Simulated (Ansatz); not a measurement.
Mg3Zn2O: competing structures

Theory: DFT PBE, scalar-relativistic, plane waves, PAW in Ansatz. Settings: cutoff 420 eV, Γ-centred meshes spaced at most about 0.3 Å⁻¹, and about 0.25 Å⁻¹ or finer for metals (2π included), Gaussian smearing. Spin is collinear in cells that carry moments; the others ran without spin or lost their moments.

Energies over the elements count from the elements' standard structures at the same level (O₂ as a molecule), with no fitted energy shifts.

All energies are static (0 K, no zero-point motion). Only the structures computed here compete, so a lower one can exist. Another magnetic order may lie lower.

Invented guesses were relaxed alike, and ends that match in structure, energy and magnetic state were merged. ΔE counts from the first row. Coordination counts Mg or Zn atoms around O (for each partner element, those within 1.25 times its shortest distance or 1.15 times the sum of covalent radii, where it is the nearest in units of that sum or under 1.3; the shortest distance is added where it exceeds 1.18 times the sum of covalent radii). The ends were matched against large subsets of the Crystallography Open Database and the Materials Project, so a missing match doesn't prove that a structure is unreported.

```tsv
#	reached from	type and space group	atoms	Å³/atom	coordination	ΔE (meV/atom)	gap on mesh (eV)	moments	in databases
1	Ta2Co3Ge type (P6_3/mmc)	P6_3/mmc (No. 194)	12	16.7	O 6	0	0.00	none	no match
2	Y2GeRh3 type (R-3m)	R-3m (No. 166)	6	15.9	O 6	35	0.00	none	no match
3	CeGa2Cu3 type (Cmmm)	Cmmm (No. 65)	6	20.9	O 2	212	0.00	none	no match
4	SmB2Rh3 type (P6/mmm)	P6/mmm (No. 191)	6	20.5	O 12 from 3.6 Å	1004	0.00	parallel, 0.3 μB	no match
```

The lowest: Space group P6_3/mmc (No. 194), hexagonal, a = 6.279 Å, c = 5.883 Å. Around Mg lie 2 O at 2.21 Å, 2 Zn at 2.67 Å and 2 Mg at 2.85 Å; Zn has 1 Zn at 2.30 Å and 3 Mg at 2.67 Å; O has 6 Mg at 2.21 Å. Its energy over the elements is −0.62 eV/atom. A negative formation energy is needed for stability but isn't enough: competing phases decide. An observed structure of this formula, if there is one, may be missing.

```
Mg Zn O
1.0
     6.27851    0.00000    0.00000
    -3.13926    5.43735    0.00000
     0.00000    0.00000    5.88336
Mg Zn O
6 4 2
Cartesian
  0.0000 1.6462 1.4708
  1.7136 4.6143 1.4708
  -1.7136 4.6143 1.4708
  3.1393 3.7912 4.4125
  1.4256 0.8231 4.4125
  4.8529 0.8231 4.4125
  3.1393 1.8125 2.6232
  0.0000 3.6249 3.2602
  0.0000 3.6249 5.5649
  3.1393 1.8125 0.3185
  0.0000 0.0000 2.9417
  0.0000 0.0000 0.0000
```

The second: Space group R-3m (No. 166), trigonal, a = 5.840 Å, c = 9.682 Å. Around Mg lie 2 O at 2.33 Å, 2 Zn at 2.67 Å, 4 Mg at 2.92 Å and 4 Zn at 3.14 Å; Zn has 1 Zn at 2.32 Å and 3 Mg at 2.67 Å; around O lie 6 Mg at 2.33 Å. Counting Mg or Zn atoms around O, the first and the second both have O 6. Cells relaxed within their symmetry can be saddle points. Some structure types and database cells were kept out of the candidates from the start, so a known form may be missing.
